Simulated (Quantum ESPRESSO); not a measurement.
# V (Im-3m) in Quantum ESPRESSO: further runs

The runs below take V through phonons, phonon dispersion, with LDA, PBE, PBEsol.

Program: Quantum ESPRESSO 7.5. These are calculated values, not measurements. Logs are shortened: lines on timing, memory, paths and dates and some standing lists are left out, and cuts for length are marked.

## 1. Starting point

The structure is cubic, space group Im-3m (No. 229). Conventional cell: a = 3.029 Å, b = 3.029 Å, c = 3.029 Å, α = 90.00°, β = 90.00°, γ = 90.00°. Around V (site symmetry m-3m) lie 8 V at 2.62 Å.

## 2. Phonons, LDA, collinear spin, ferromagnetic start

pw.in

```
&CONTROL
  calculation = 'scf'
  prefix = 'pwscf'
  outdir = './tmp'
  pseudo_dir = './pseudo'
  tprnfor = .true.
  tstress = .true.
  disk_io = 'low'
/
&SYSTEM
  ibrav = 0
  nat = 1
  ntyp = 1
  ecutwfc = 84
  nbnd = 15
  occupations = 'smearing'
  smearing = 'mv'
  degauss = 0.01469973
  nspin = 2
  starting_magnetization(1) = 0.1538
/
&ELECTRONS
  conv_thr = 2d-10
  electron_maxstep = 120
  mixing_beta = 0.3
/
ATOMIC_SPECIES
V     50.9415 V.upf
CELL_PARAMETERS bohr
  -2.8617067568    2.8617067568    2.8617067568
   2.8617067568   -2.8617067568    2.8617067568
   2.8617067568    2.8617067568   -2.8617067568
ATOMIC_POSITIONS bohr
V      0.0000000000    0.0000000000    0.0000000000
K_POINTS automatic
10 10 10 0 0 0
```

relax.in

```
&CONTROL
  calculation = 'vc-relax'
  prefix = 'pwscf'
  outdir = './tmp'
  pseudo_dir = './pseudo'
  tprnfor = .true.
  tstress = .true.
  disk_io = 'low'
  nstep = 40
  forc_conv_thr = 0.0001
  etot_conv_thr = 1d-06
/
&SYSTEM
  ibrav = 0
  nat = 1
  ntyp = 1
  ecutwfc = 84
  nbnd = 15
  occupations = 'smearing'
  smearing = 'mv'
  degauss = 0.01469973
  nspin = 2
  starting_magnetization(1) = 0.1538
/
&ELECTRONS
  conv_thr = 2d-10
  electron_maxstep = 120
  mixing_beta = 0.3
/
&IONS
  ion_dynamics = 'bfgs'
/
&CELL
  cell_dynamics = 'bfgs'
  press = 0
  press_conv_thr = 0.2
/
ATOMIC_SPECIES
V     50.9415 V.upf
CELL_PARAMETERS bohr
  -2.8617067568    2.8617067568    2.8617067568
   2.8617067568   -2.8617067568    2.8617067568
   2.8617067568    2.8617067568   -2.8617067568
ATOMIC_POSITIONS bohr
V      0.0000000000    0.0000000000    0.0000000000
K_POINTS automatic
10 10 10 0 0 0
```

scf2.in

```
&CONTROL
  calculation = 'scf'
  prefix = 'pwscf'
  outdir = './tmp'
  pseudo_dir = './pseudo'
  tprnfor = .true.
  tstress = .true.
  disk_io = 'low'
/
&SYSTEM
  ibrav = 0
  nat = 1
  ntyp = 1
  ecutwfc = 84
  nbnd = 15
  occupations = 'smearing'
  smearing = 'mv'
  degauss = 0.01469973
  nspin = 2
  starting_magnetization(1) = 0.1538
/
&ELECTRONS
  conv_thr = 1d-13
  electron_maxstep = 120
  mixing_beta = 0.3
  startingpot = 'file'
  startingwfc = 'file'
/
ATOMIC_SPECIES
V     50.9415 V.upf
CELL_PARAMETERS bohr
  -2.7695863397    2.7695863397    2.7695863397
   2.7695863397   -2.7695863397    2.7695863397
   2.7695863397    2.7695863397   -2.7695863397
ATOMIC_POSITIONS bohr
V      0.0000000000    0.0000000000    0.0000000000
K_POINTS automatic
10 10 10 0 0 0
```

ph.in

```
phonons of V
&INPUTPH
  prefix = 'pwscf'
  outdir = './tmp'
  tr2_ph = 1d-18
  fildyn = 'dyn'
  niter_ph = 90
  alpha_mix(1) = 0.4
/
0.4330127019 0.4330127019 -0.0000000000
```

Potentials or basis: PseudoDojo 0.4.1 SR LDA standard.

Launch:

```
$ OMP_NUM_THREADS=1 mpirun -n 4 pw.x -nk 4 -in pw.in > pw.out
$ OMP_NUM_THREADS=1 mpirun -n 4 pw.x -nk 4 -in relax.in > relax.out
$ OMP_NUM_THREADS=1 mpirun -n 4 pw.x -nk 4 -in scf2.in > scf2.out
$ OMP_NUM_THREADS=1 mpirun -n 4 ph.x -nk 4 -in ph.in > ph.out
```

pw.out:

```text
This program is part of the open-source Quantum ESPRESSO suite
     for quantum simulation of materials; please cite
[... 6 lines left out ...]
     using ibrav=0 with symmetry is DISCOURAGED, use correct ibrav instead

     K-points division:     npool     =       4
     Subspace diagonalization in iterative solution of the eigenvalue problem:
     a serial algorithm will be used

     G-vector sticks info
     --------------------
     sticks:   dense  smooth     PW     G-vecs:    dense   smooth      PW
     Sum         623     623    221                 9861     9861    2123

     Using Slab Decomposition

     bravais-lattice index     =            0
     lattice parameter (alat)  =       4.9566  a.u.
     unit-cell volume          =      93.7423 (a.u.)^3
     number of atoms/cell      =            1
     number of atomic types    =            1
     number of electrons       =        13.00
     number of Kohn-Sham states=           15
     kinetic-energy cutoff     =      84.0000  Ry
     charge density cutoff     =     336.0000  Ry
     scf convergence threshold =      2.0E-10
     mixing beta               =       0.3000
     number of iterations used =            8  plain     mixing
     Exchange-correlation= SLA  PW   NOGX NOGC
                           (   1   4   0   0   0   0   0)

     celldm(1)=   4.956621  celldm(2)=   0.000000  celldm(3)=   0.000000
     celldm(4)=   0.000000  celldm(5)=   0.000000  celldm(6)=   0.000000

     crystal axes: (cart. coord. in units of alat)
               a(1) = (  -0.577350   0.577350   0.577350 )
               a(2) = (   0.577350  -0.577350   0.577350 )
               a(3) = (   0.577350   0.577350  -0.577350 )

     reciprocal axes: (cart. coord. in units 2 pi/alat)
               b(1) = ( -0.000000  0.866025  0.866025 )
               b(2) = (  0.866025 -0.000000  0.866025 )
               b(3) = (  0.866025  0.866025  0.000000 )

     PseudoPot. # 1 for V  read from file:
     V.upf
     Pseudo is Norm-conserving + core correction, Zval = 13.0
     Generated using ONCVPSP code by D. R. Hamann
     Using radial grid of 1518 points,  6 beta functions with:
                l(1) =   0
                l(2) =   0
                l(3) =   1
                l(4) =   1
                l(5) =   2
                l(6) =   2

     atomic species   valence    mass     pseudopotential
     V                13.00    50.94150     V ( 1.00)

     Starting magnetic structure
     atomic species   magnetization
     V               0.154

     48 Sym. Ops., with inversion, found

   Cartesian axes

     site n.     atom                  positions (alat units)
         1        V      tau(   1) = (   0.0000000   0.0000000   0.0000000  )

     number of k points=    47  Marzari-Vanderbilt smearing, width (Ry)=  0.0147
                       cart. coord. in units 2pi/alat
        k(    1) = (   0.0000000   0.0000000   0.0000000), wk =   0.0010000
        k(    2) = (   0.0866025   0.0866025   0.0000000), wk =   0.0120000
        k(    3) = (   0.1732051   0.1732051   0.0000000), wk =   0.0120000
        k(    4) = (   0.2598076   0.2598076   0.0000000), wk =   0.0120000
        k(    5) = (   0.3464102   0.3464102   0.0000000), wk =   0.0120000
        k(    6) = (  -0.4330127  -0.4330127   0.0000000), wk =   0.0060000
[... 39 lines left out ...]
        k(   46) = (  -0.8660254  -0.0866025  -0.0866025), wk =   0.0120000
        k(   47) = (  -0.8660254  -0.8660254  -0.8660254), wk =   0.0010000

     Dense  grid:     9861 G-vectors     FFT dimensions: (  30,  30,  30)

     Generating pointlists ...
     new r_m :   0.4125 (alat units)  2.0446 (a.u.) for type    1

     Initial potential from superposition of free atoms

     starting charge      12.9991, renormalised to      13.0000
     Starting wfcs are   10 randomized atomic wfcs +    5 random wfcs

     Self-consistent Calculation

     iteration #  1     ecut=    84.00 Ry     beta= 0.30
     Davidson diagonalization with overlap
     ethr =  1.00E-02,  avg # of iterations =  4.1

     Threshold (ethr) on eigenvalues was too large:
     Diagonalizing with lowered threshold

     Davidson diagonalization with overlap
     ethr =  6.64E-04,  avg # of iterations =  1.0

     total energy              =    -147.49206336 Ry
     estimated scf accuracy    <       0.08721552 Ry

     total magnetization       =     0.88 Bohr mag/cell
     absolute magnetization    =     0.88 Bohr mag/cell

     iteration #  2     ecut=    84.00 Ry     beta= 0.30
     Davidson diagonalization with overlap
     ethr =  6.71E-04,  avg # of iterations =  1.0

     total energy              =    -147.50621245 Ry
     estimated scf accuracy    <       0.02019144 Ry

     total magnetization       =     0.82 Bohr mag/cell
     absolute magnetization    =     0.82 Bohr mag/cell

     iteration #  3     ecut=    84.00 Ry     beta= 0.30
     Davidson diagonalization with overlap
     ethr =  1.55E-04,  avg # of iterations =  1.3

     total energy              =    -147.51270808 Ry
     estimated scf accuracy    <       0.00752228 Ry

     total magnetization       =     0.73 Bohr mag/cell
     absolute magnetization    =     0.73 Bohr mag/cell

     iteration #  4     ecut=    84.00 Ry     beta= 0.30
     Davidson diagonalization with overlap
     ethr =  5.79E-05,  avg # of iterations =  1.2
[... 101 lines left out ...]
     total energy              =    -147.51756135 Ry
     estimated scf accuracy    <          3.7E-09 Ry

     total magnetization       =     0.00 Bohr mag/cell
     absolute magnetization    =     0.00 Bohr mag/cell

     iteration # 15     ecut=    84.00 Ry     beta= 0.30
     Davidson diagonalization with overlap
     ethr =  2.82E-11,  avg # of iterations =  1.8

     total energy              =    -147.51756135 Ry
     estimated scf accuracy    <          5.1E-10 Ry

     total magnetization       =    -0.00 Bohr mag/cell
     absolute magnetization    =     0.00 Bohr mag/cell

     iteration # 16     ecut=    84.00 Ry     beta= 0.30
     Davidson diagonalization with overlap
     ethr =  3.93E-12,  avg # of iterations =  1.0

     Magnetic moment per site  (integrated on atomic sphere of radius R)
     atom   1 (R=0.413)  charge= 11.3204  magn= -0.0000

     End of self-consistent calculation

 ------ SPIN UP ------------

          k = 0.0000 0.0000 0.0000 (  1205 PWs)   bands (ev):

   -47.4235 -21.0831 -21.0831 -21.0831   9.2731  16.1103  16.1103  16.1103
    18.0310  18.0310  36.1491  36.1491  36.1491  42.7155  42.7155

          k = 0.0866 0.0866 0.0000 (  1220 PWs)   bands (ev):

   -47.4063 -21.1665 -21.1088 -21.0836   9.6617  15.9506  16.0682  16.3867
    17.8650  18.0429  35.3356  36.0045  36.4404  41.7365  43.1500

          k = 0.1732 0.1732 0.0000 (  1232 PWs)   bands (ev):

   -47.3610 -21.3814 -21.1756 -21.0850  10.7154  15.5540  15.8413  17.1586
    17.6918  18.0929  33.0449  34.9676  37.1209  40.5202  41.8278

          k = 0.2598 0.2598 0.0000 (  1222 PWs)   bands (ev):

   -47.3045 -21.6407 -21.2572 -21.0868  11.9793  15.1007  15.7103  17.8116
    18.1947  18.2382  29.8981  33.2994  37.7477  37.8036  41.3234

          k = 0.3464 0.3464 0.0000 (  1218 PWs)   bands (ev):

   -47.2584 -21.8457 -21.3225 -21.0883  12.5925  14.7592  16.5223  18.0055
    18.3134  19.2601  26.9266  31.9875  35.6821  38.2417  41.4780

          k =-0.4330-0.4330 0.0000 (  1232 PWs)   bands (ev):

   -47.2407 -21.9229 -21.3473 -21.0889  12.6516  14.6339  17.3597  18.0304
    18.3684  19.7012  25.5325  31.5037  34.8886  38.3856  41.6853
[... 186 lines left out ...]
          k =-0.7794-0.0866-0.1732 (  1225 PWs)   bands (ev):

   -47.1483 -21.7040 -21.6246 -21.4898  13.4409  13.4469  17.2720  18.4271
    19.1352  23.7555  26.5862  26.8645  33.3034  34.0422  39.7089

          k = 0.0000 0.0000 0.6928 (  1220 PWs)   bands (ev):

   -47.1390 -21.6580 -21.6013 -21.6013  13.2336  13.2678  18.3639  18.3639
    18.9792  23.1107  27.3928  27.3928  32.3317  33.1536  39.1835

          k =-0.8660-0.0866-0.0866 (  1232 PWs)   bands (ev):

   -47.1262 -21.6848 -21.6301 -21.6065  13.0549  13.0751  18.5903  18.7432
    19.3574  25.0181  25.5459  26.5719  32.5003  33.1164  37.8121

          k =-0.8660-0.8660-0.8660 (  1264 PWs)   bands (ev):

   -47.1140 -21.6592 -21.6592 -21.6592  12.8532  12.8532  19.3220  19.3220
    19.3220  25.6626  25.6626  25.6626  32.3064  32.3064  36.7689

 ------ SPIN DOWN ----------

          k = 0.0000 0.0000 0.0000 (  1205 PWs)   bands (ev):

   -47.4236 -21.0831 -21.0831 -21.0831   9.2731  16.1103  16.1103  16.1103
    18.0310  18.0310  36.1491  36.1491  36.1491  42.7155  42.7155

          k = 0.0866 0.0866 0.0000 (  1220 PWs)   bands (ev):

   -47.4063 -21.1665 -21.1088 -21.0836   9.6617  15.9506  16.0682  16.3867
    17.8650  18.0429  35.3356  36.0045  36.4404  41.7365  43.1500

          k = 0.1732 0.1732 0.0000 (  1232 PWs)   bands (ev):

   -47.3610 -21.3814 -21.1756 -21.0850  10.7154  15.5540  15.8413  17.1586
    17.6918  18.0929  33.0448  34.9676  37.1209  40.5202  41.8281

          k = 0.2598 0.2598 0.0000 (  1222 PWs)   bands (ev):

   -47.3045 -21.6407 -21.2572 -21.0868  11.9793  15.1007  15.7103  17.8116
    18.1947  18.2382  29.8981  33.2994  37.7477  37.8036  41.3234

          k = 0.3464 0.3464 0.0000 (  1218 PWs)   bands (ev):

   -47.2584 -21.8457 -21.3225 -21.0883  12.5925  14.7592  16.5223  18.0055
    18.3134  19.2601  26.9265  31.9875  35.6820  38.2417  41.4780

          k =-0.4330-0.4330 0.0000 (  1232 PWs)   bands (ev):

   -47.2407 -21.9229 -21.3473 -21.0889  12.6515  14.6339  17.3597  18.0304
    18.3684  19.7012  25.5325  31.5037  34.8886  38.3856  41.6853
[... 186 lines left out ...]
          k =-0.7794-0.0866-0.1732 (  1225 PWs)   bands (ev):

   -47.1483 -21.7040 -21.6246 -21.4898  13.4409  13.4469  17.2720  18.4271
    19.1352  23.7555  26.5862  26.8645  33.3034  34.0422  39.7089

          k = 0.0000 0.0000 0.6928 (  1220 PWs)   bands (ev):

   -47.1390 -21.6580 -21.6013 -21.6013  13.2336  13.2677  18.3639  18.3639
    18.9792  23.1107  27.3928  27.3928  32.3317  33.1536  39.1835

          k =-0.8660-0.0866-0.0866 (  1232 PWs)   bands (ev):

   -47.1262 -21.6848 -21.6301 -21.6065  13.0549  13.0751  18.5903  18.7432
    19.3573  25.0181  25.5459  26.5719  32.5003  33.1164  37.8121

          k =-0.8660-0.8660-0.8660 (  1264 PWs)   bands (ev):

   -47.1141 -21.6593 -21.6593 -21.6593  12.8532  12.8532  19.3220  19.3220
    19.3220  25.6626  25.6626  25.6626  32.3064  32.3064  36.7689

     the Fermi energy is    15.7321 ev

!    total energy              =    -147.51756135 Ry
     estimated scf accuracy    <          7.9E-11 Ry
     smearing contrib. (-TS)   =       0.00037300 Ry
     internal energy E=F+TS    =    -147.51793435 Ry

     The total energy is F=E-TS. E is the sum of the following terms:
     one-electron contribution =     -46.64350226 Ry
     hartree contribution      =      29.21184620 Ry
     xc contribution           =     -22.62759973 Ry
     ewald contribution        =    -107.45867855 Ry

     total magnetization       =    -0.00 Bohr mag/cell
     absolute magnetization    =     0.00 Bohr mag/cell

     convergence has been achieved in  16 iterations

     Forces acting on atoms (cartesian axes, Ry/au):

     atom    1 type  1   force =     0.00000000    0.00000000    0.00000000

     Total force =     0.000000     Total SCF correction =     0.000000

     Computing stress (Cartesian axis) and pressure

          total   stress  (Ry/bohr**3)                   (kbar)     P=     -172.07
  -0.00116971   0.00000000   0.00000000         -172.07        0.00        0.00
   0.00000000  -0.00116971   0.00000000            0.00     -172.07        0.00
   0.00000000   0.00000000  -0.00116971            0.00        0.00     -172.07

=------------------------------------------------------------------------------=
   JOB DONE.
=------------------------------------------------------------------------------=
```

Run time: 6.5 min. Hardware: 4 MPI ranks of Intel Xeon at 2.50GHz (Skylake/Cascade Lake), shared host; peak memory 0.36 GiB.

What came out:

| Property | Result |
| --- | --- |
| Free energy | -2007.1538 eV |
| Relaxed volume | 12.59 Å³/atom |
| Relaxed cell | a = 2.538 Å, b = 2.538 Å, c = 2.538 Å, α = 109.47°, β = 109.47°, γ = 109.47° |
| Space group after relaxing (to 0.05 Å) | Im-3m (No. 229) |
| Pressure after relaxing | 0.0 GPa |
| Band gap on the k mesh | none (metal or under the smearing width) |
| Net moment | 0.00 μB per cell |
| Absolute moment | 0.00 μB per cell |
| Valence electrons inside the program's atomic spheres | V 11.32 |
| Highest phonon frequency at the q point run | 224 cm⁻¹ |

Step by step:
| step | energy change (eV) | largest force (eV/Å) | pressure (GPa) | volume (Å³) |
| --- | --- | --- | --- | --- |
| 1 | 0.0000 | 0.0000 | -17.21 | 13.89 |
| 2 | -0.0745 | 0.0000 | -1.87 | 12.71 |
| 3 | -0.0751 | 0.0000 | 0.24 | 12.58 |
| 4 | -0.0752 | 0.0000 | 0.00 | 12.59 |
| 5 | -0.0752 | 0.0000 | 0.00 | 12.59 |

Final structure:
```
V
1.0
    -1.46560    1.46560    1.46560
     1.46560   -1.46560    1.46560
     1.46560    1.46560   -1.46560
V
1
Direct
  0.00000 0.00000 0.00000
```

Phonon frequencies in cm⁻¹ (negative: imaginary):
```tsv
q point	frequencies
(0.000, 0.000, 0.500)	160 168 224
```

Phonon modes at q = (0.000, 0.000, 0.500) in reciprocal lattice units:
| mode | symmetry | cm⁻¹ |
| --- | --- | --- |
| 1 | B_3u | 160 |
| 2 | B_2u | 168 |
| 3 | B_1u | 224 |

Caveat: the mesh is thin for the phonons of a metal.

## 3. Phonons, LDA, collinear spin, ferromagnetic start

pw.in is that of step 2.

relax.in is that of step 2.

scf2.in is that of step 2.

Edit ph.in of step 2 so:

```diff
@@ -9,2 +9,2 @@
 /
-0.4330127019 0.4330127019 -0.0000000000
+0.4330127019 0.4330127019 0.4330127019
```

Potentials or basis: PseudoDojo 0.4.1 SR LDA standard.

Launch:

```
$ OMP_NUM_THREADS=1 mpirun -n 4 pw.x -nk 4 -in pw.in > pw.out
$ OMP_NUM_THREADS=1 mpirun -n 4 pw.x -nk 4 -in relax.in > relax.out
$ OMP_NUM_THREADS=1 mpirun -n 4 pw.x -nk 4 -in scf2.in > scf2.out
$ OMP_NUM_THREADS=1 mpirun -n 4 ph.x -nk 4 -in ph.in > ph.out
```

pw.out:

```text
This program is part of the open-source Quantum ESPRESSO suite
     for quantum simulation of materials; please cite
[... 6 lines left out ...]
     using ibrav=0 with symmetry is DISCOURAGED, use correct ibrav instead

     K-points division:     npool     =       4
     Subspace diagonalization in iterative solution of the eigenvalue problem:
     a serial algorithm will be used

     G-vector sticks info
     --------------------
     sticks:   dense  smooth     PW     G-vecs:    dense   smooth      PW
     Sum         623     623    221                 9861     9861    2123

     Using Slab Decomposition

     bravais-lattice index     =            0
     lattice parameter (alat)  =       4.9566  a.u.
     unit-cell volume          =      93.7423 (a.u.)^3
     number of atoms/cell      =            1
     number of atomic types    =            1
     number of electrons       =        13.00
     number of Kohn-Sham states=           15
     kinetic-energy cutoff     =      84.0000  Ry
     charge density cutoff     =     336.0000  Ry
[... 510 lines left out ...]

          k = 0.0000 0.0000 0.0000 (  1205 PWs)   bands (ev):

   -47.4236 -21.0831 -21.0831 -21.0831   9.2731  16.1103  16.1103  16.1103
    18.0310  18.0310  36.1491  36.1491  36.1491  42.7155  42.7155
[... 228 lines left out ...]
   -47.1141 -21.6593 -21.6593 -21.6593  12.8532  12.8532  19.3220  19.3220
    19.3220  25.6626  25.6626  25.6626  32.3064  32.3064  36.7689

     the Fermi energy is    15.7321 ev

!    total energy              =    -147.51756135 Ry
     estimated scf accuracy    <          7.9E-11 Ry
     smearing contrib. (-TS)   =       0.00037300 Ry
     internal energy E=F+TS    =    -147.51793435 Ry

     The total energy is F=E-TS. E is the sum of the following terms:
     one-electron contribution =     -46.64350226 Ry
     hartree contribution      =      29.21184620 Ry
     xc contribution           =     -22.62759973 Ry
     ewald contribution        =    -107.45867855 Ry

     total magnetization       =    -0.00 Bohr mag/cell
     absolute magnetization    =     0.00 Bohr mag/cell

     convergence has been achieved in  16 iterations

     Forces acting on atoms (cartesian axes, Ry/au):

     atom    1 type  1   force =     0.00000000    0.00000000    0.00000000

     Total force =     0.000000     Total SCF correction =     0.000000

     Computing stress (Cartesian axis) and pressure

          total   stress  (Ry/bohr**3)                   (kbar)     P=     -172.07
  -0.00116971   0.00000000   0.00000000         -172.07        0.00        0.00
   0.00000000  -0.00116971   0.00000000            0.00     -172.07        0.00
   0.00000000   0.00000000  -0.00116971            0.00        0.00     -172.07

=------------------------------------------------------------------------------=
   JOB DONE.
=------------------------------------------------------------------------------=
```

Wall time 4.4 min (4 MPI ranks of Intel Xeon at 2.50GHz (Skylake/Cascade Lake), shared host); peak memory 0.36 GiB.

Results:

* Free energy: -2007.1538 eV
* Relaxed volume: 12.59 Å³/atom
* Relaxed cell: a = 2.538 Å, b = 2.538 Å, c = 2.538 Å, α = 109.47°, β = 109.47°, γ = 109.47°
* Space group after relaxing (to 0.05 Å): Im-3m (No. 229)
* Pressure after relaxing: 0.0 GPa
* Band gap on the k mesh: none (metal or under the smearing width)
* Net moment: 0.00 μB per cell
* Absolute moment: 0.00 μB per cell
* Valence electrons inside the program's atomic spheres: V 11.32
* Highest phonon frequency at the q point run: 354 cm⁻¹

Step by step:
| step | energy change (eV) | largest force (eV/Å) | pressure (GPa) | volume (Å³) |
| --- | --- | --- | --- | --- |
| 1 | 0.0000 | 0.0000 | -17.21 | 13.89 |
| 2 | -0.0745 | 0.0000 | -1.87 | 12.71 |
| 3 | -0.0751 | 0.0000 | 0.24 | 12.58 |
| 4 | -0.0752 | 0.0000 | 0.00 | 12.59 |
| 5 | -0.0752 | 0.0000 | 0.00 | 12.59 |

Final structure:
```
V
1.0
    -1.46560    1.46560    1.46560
     1.46560   -1.46560    1.46560
     1.46560    1.46560   -1.46560
V
1
Cartesian
  0.0000 0.0000 0.0000
```

Phonon frequencies in cm⁻¹ (negative: imaginary):
| q point | frequencies |
| --- | --- |
| (0.250, 0.250, 0.250) | 354 354 354 |

Phonon modes at q = (0.250, 0.250, 0.250) in reciprocal lattice units:
```
mode  symmetry  cm⁻¹
   1       T_2   354
   2       T_2   354
   3       T_2   354
```

Caveat: the mesh is thin for the phonons of a metal; the q point doesn't lie on the k mesh, which can shift a metal's frequencies strongly unless the mesh is converged.

[end of part 1 of 4]
